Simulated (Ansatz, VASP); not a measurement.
# ZnAu: VASP beside Ansatz

```xyz
2
Lattice="3.2099 0.0000 0.0000 0.0000 3.2099 0.0000 0.0000 0.0000 3.1470" Properties=species:S:1:pos:R:3 pbc="T T T"
Au    0.0000    0.0000    0.0000
Zn    1.6050    1.6050    1.5735
```

Alike in both runs: functional PBE; k mesh 7 × 7 × 7; occupations fermi-dirac, width 0.05 eV; no spin polarisation.

|  | VASP | Ansatz |
| --- | --- | --- |
| version | VASP 6.6.1 | Ansatz 0.2.0 |
| potentials or method | VASP PAW PBE potentials, release 64 (Au, Zn) | Ansatz PAW |
| plane-wave cutoff (eV) | 520 | 420 |
| valence electrons in the cell | 23 | 31 |
| task | single point | band structure |

```tsv
	VASP	Ansatz	Ansatz less VASP
gap on the k mesh at the Fermi level (eV)	none	none	-
pressure (GPa)	-0.5	-0.6	-0.13
largest component of the traceless stress (GPa)	0.13	0.14	+0.005
```

A gap of «none» marks a metal or a gap that the smearing closes. The two sets of potentials don't hold the same shells in valence.

Caveats: spin-orbit coupling is left out, which moves the levels of the heavy elements (Ansatz). Spin-orbit coupling is left out, which matters for the levels of Au.
